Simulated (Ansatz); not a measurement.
This Ansatz input for BN was spoiled on purpose:

```yaml
crystal:
  lattice:
    - [2.500969763076, 2.886749681779e-11, 0.0]
    - [-1.250484881563, 2.165903348906, 0.0]
    - [0.0, 0.0, 6.8957976065]
  atoms:
    - { symbol: B, position: [0.3333333333333, 0.6666666666667, 0.25] }
    - { symbol: B, position: [0.6666666666667, 0.3333333333333, 0.75] }
    - { symbol: "N", position: [0.3333333333333, 0.6666666666667, 0.75] }
    - { symbol: "N", position: [0.6666666666667, 0.3333333333333, 0.25] }
basis:
  ecutwfc: 500
  ecutrho_ratio: 4
kpoints:
  mp_grid: { grid: [1, 1, 1] }
hamiltonian:
  xc: r2scan
scf:
  occupations: { method: gaussian, width: 0.05 }
  max_iter: 80
output:
  forces: true
  stress: true
```

Launched as:
```sh
ansatz run input.yaml --threads 4 --pin off --max-ram 7168MiB --backend cpu --events-out ev --progress --plain --runs-dir out
```

What the program printed:

```
SCF iter   1: F=—  HF=-1074.977393 eV  |F-HF|=—  |Δ(HF+E_count)|=         —  Δρ=1.18e-1  dr2=1.68e0  dr2_τ=2.02e0
SCF iter   2: F=—  HF=-1075.828780 eV  |F-HF|=—  |Δ(HF+E_count)|=   8.51e-1  Δρ=5.72e-2  dr2=3.32e-1  dr2_τ=4.28e-2
SCF iter   3: F=—  HF=-1075.953137 eV  |F-HF|=—  |Δ(HF+E_count)|=   1.24e-1  Δρ=1.87e-2  dr2=5.00e-2  dr2_τ=2.03e-2
SCF iter   4: F=—  HF=-1075.958349 eV  |F-HF|=—  |Δ(HF+E_count)|=   5.21e-3  Δρ=1.81e-3  dr2=5.93e-4  dr2_τ=1.04e-4
SCF iter   5: F=—  HF=-1075.958499 eV  |F-HF|=—  |Δ(HF+E_count)|=   1.50e-4  Δρ=3.64e-4  dr2=1.75e-5  dr2_τ=2.35e-6
SCF iter   6: F=—  HF=-1075.958496 eV  |F-HF|=—  |Δ(HF+E_count)|=   3.79e-6  Δρ=4.91e-5  dr2=5.45e-7  dr2_τ=1.31e-7
SCF iter   7: F=-1075.958495 eV  HF=-1075.958495 eV  |F-HF|=8.48e-9  |Δ(HF+E_count)|=   1.74e-7  Δρ=1.18e-5  dr2=2.96e-8  dr2_τ=2.99e-9
```

```
SCF 1 converged in 7 iterations: F = -1075.958495 eV  dr2 = 2.96e-8
SCF converged after 7 iterations
Free energy (F): -1075.958495 eV
E sigma→0 (E₀):  -1075.958495 eV
Fermi energy:    6.437436 eV
--- Forces (eV/Å), atoms counted from 1 ---
  atom   1  B      0.00000000     0.00000000     0.00000000
  atom   2  B      0.00000000     0.00000000     0.00000000
  atom   3  N      0.00000000     0.00000000     0.00000000
  atom   4  N      0.00000000     0.00000000     0.00000000
--- Stress (GPa, compression-positive) ---
       19.833622       0.000000       0.000000
        0.000000      19.833622       0.000000
        0.000000       0.000000      14.996838
  P = ⅓ Tr σ = 18.2214 GPa (182.214 kbar)
```

Task: What is wrong with it?

Result: One k-point for a small cell. Against the sound input: kpoints.mp_grid.grid: [10, 10, 4] → [1, 1, 1] (the cap on iterations is only a precaution).

The run converged all the same; its pressure of 18 GPa shows the fault against the sound run's. Its energy lies 3073 meV/atom from the sound one. Run time: 0.48 s on 4 threads of Arm Neoverse V1, on a shared host, peak memory 0.33 GiB. The run before the change (r²SCAN, 500 eV, 10×10×4 mesh) gave:

```tsv
run	P (GPa)	gap on the mesh (eV)	cell moment (μB)	largest force component (eV/Å)
sound	0.0	4.88	–	0.000
spoiled	18.2	6.26	–	0.000
```

The chain of runs began from a cell as deposited in COD, expanded in volume. The relaxation kept the space group but changed the cell's proportions, one axis by 2 % at equal volume, so the results may not describe the measured structure. The database's entry of this formula in the relaxed cell's space group, P6_3/mmc, has axes of 2.540 × 2.540 × 6.598 Å and 9.22 Å³/atom (2007), the relaxed one 2.501 × 2.501 × 6.896 Å and 9.34.

Of that run: Kohn–Sham gaps of semilocal functionals lie under measured ones, often by a third or more. The structure is built of weakly bound layers, and this functional has no dispersion term, so their spacing and all that hangs on it (volume, the soft elastic constants, low modes, dielectric constants) are poorly given.
